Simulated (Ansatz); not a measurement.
## SiNi3: rattling a relaxed structure

It was relaxed at this level from a cell as deposited in COD.

All numbers below come from DFT PBE, scalar-relativistic, plane waves, PAW in Ansatz 0.2.0. Settings: cutoff 420 eV, Γ-centred mesh 14×14×14 on the computed 4-atom cell, Gaussian smearing of 0.10 eV; no spin polarisation.

The cell below (4 atoms, space group Pm-3m (No. 221)) is relaxed within its symmetry.

```
Si Ni
1.0
     3.50631    0.00000    0.00000
     0.00000    3.50631    0.00000
     0.00000    0.00000    3.50631
Si Ni
1 3
Direct
  0.00000 0.00000 0.00000
  0.00000 0.50000 0.50000
  0.50000 0.00000 0.50000
  0.50000 0.50000 0.00000
```

For the test a repeat of it with 8 atoms (edges 3.51, 3.51, 7.01 Å) was strained at random (σ = 1.5 % a component), the atoms were moved at random (σ = 0.10 Å), and all was relaxed again on a coarse 6×6×4 mesh (in the run’s order of axes) with 0.20 eV smearing, with no symmetry imposed.

Trial moments died out on the coarse mesh, so the last step has no spin; another magnetic start might hold.

Q: What happens?

A: It returns, within 1 meV/atom of the unmoved cell on that mesh and with the same symmetry when read at 0.1 Å. So it is stable against the distortions that fit this cell and that this random move excites. Modes that don't fit the cell aren't tested.
